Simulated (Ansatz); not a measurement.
**InP: equation of state with PBE**

Crystal: InP.

```xyz
2
Lattice="0.0000 2.7688 2.7688 2.7688 0.0000 2.7688 2.7688 2.7688 0.0000" Properties=species:S:1:pos:R:3 pbc="T T T"
In    0.0000    0.0000    0.0000
P     2.7688    2.7688    2.7688
```

Measurements of this composition are mostly on another form, of space group No. 216.

```
Program             : Ansatz 0.2.0
Task                : equation of state
Functional          : PBE
Potentials or basis : all-electron LAPW, scalar-relativistic
Basis error allowed : 0.0005 eV/atom
k mesh              : 8 × 8 × 8
Occupations         : fermi-dirac, width 0.05 eV
Spin                : no spin polarisation
```

| Item | Value |
| --- | --- |
| Equilibrium volume | 21.22 Å³/atom |
| Bulk modulus | 74 GPa |
| Pressure derivative of the bulk modulus | 5.0 |

Energy against volume, from the lowest point:
```
volume (Å³/atom)  energy (meV/atom)
          19.953              19.53
          20.378               8.26
          20.803               1.93
          21.227               0.00
          21.652               1.97
          22.076               7.40
          22.501              15.86
```

All runs of the series together: 71 s on 1 thread of Arm Neoverse N1, with other jobs on the host.
